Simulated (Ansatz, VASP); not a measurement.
C: VASP beside Ansatz

Contents of INCAR:

```
PREC = Accurate
ENCUT = 520
EDIFF = 1E-6
ISMEAR = -1
SIGMA = 0.05
LREAL = F
LASPH = T
NELM = 100
ALGO = Normal
ISIF = 2
LWAVE = F
LCHARG = F
GGA = PS
NBANDS = 16
```

KPOINTS

```
regular mesh
0
Gamma
  15 15 5
```

POSCAR

```
C
1.0
    2.4589374437      0.0000000000      0.0000000000
   -1.2294687219      2.1295022926      0.0000000000
    0.0000000000      0.0000000000      7.2147975549
C
4
Direct
    0.0000000000      0.0000000000      0.2500000000
    0.0000000000      0.0000000000      0.7500000000
    0.3333333333      0.6666666667      0.2500000000
    0.6666666667      0.3333333333      0.7500000000
```

Input for Ansatz:

```yaml
crystal:
  lattice:
    - [2.4589374437, 0.0, 0.0]
    - [-1.2294687219, 2.1295022926, 0.0]
    - [0.0, 0.0, 7.2147975549]
  atoms:
    - { symbol: C, position: [0.0, 0.0, 0.25] }
    - { symbol: C, position: [0.0, 0.0, 0.75] }
    - { symbol: C, position: [0.3333333333, 0.6666666667, 0.25] }
    - { symbol: C, position: [0.6666666667, 0.3333333333, 0.75] }
kpoints:
  mp_grid: { grid: [15, 15, 5] }
scf:
  occupations: { method: fermi_dirac, width: 0.05 }
hamiltonian:
  xc: pbesol
  pseudopotentials: { kind: paw }
output:
  forces: true
  stress: true
  eigenvalues: true
  write_density: true
  write_potential: true
  elf: true
  volumetric_format: npy
```

Alike in both runs: task single point; functional PBEsol; k mesh 15 × 15 × 5; occupations fermi-dirac, width 0.05 eV; no spin polarisation.

|  | VASP | Ansatz |
| --- | --- | --- |
| version | VASP 6.6.1 | Ansatz 0.2.0 |
| potentials or method | VASP PAW PBE potentials, release 64 (C) | PAW with Ansatz's default frozen-core files, scalar-relativistic |
| plane-wave cutoff (eV) | 520 | 420 |
| valence electrons in the cell | 16 | 16 |

Ansatz gave:

```
pressure (GPa)                                  : 0.0
largest component of the traceless stress (GPa) : 0.03
```

**Question.** Estimate VASP's values.

**Answer.** Pressure (GPa): 0.6; largest component of the traceless stress (GPa): 0.67.

Caveats: the PAW data sets were made with another functional, which shifts forces and pressure a little (VASP); this functional lacks dispersion, which binds the layers, so the pressure and a relaxed spacing across them are unreliable.
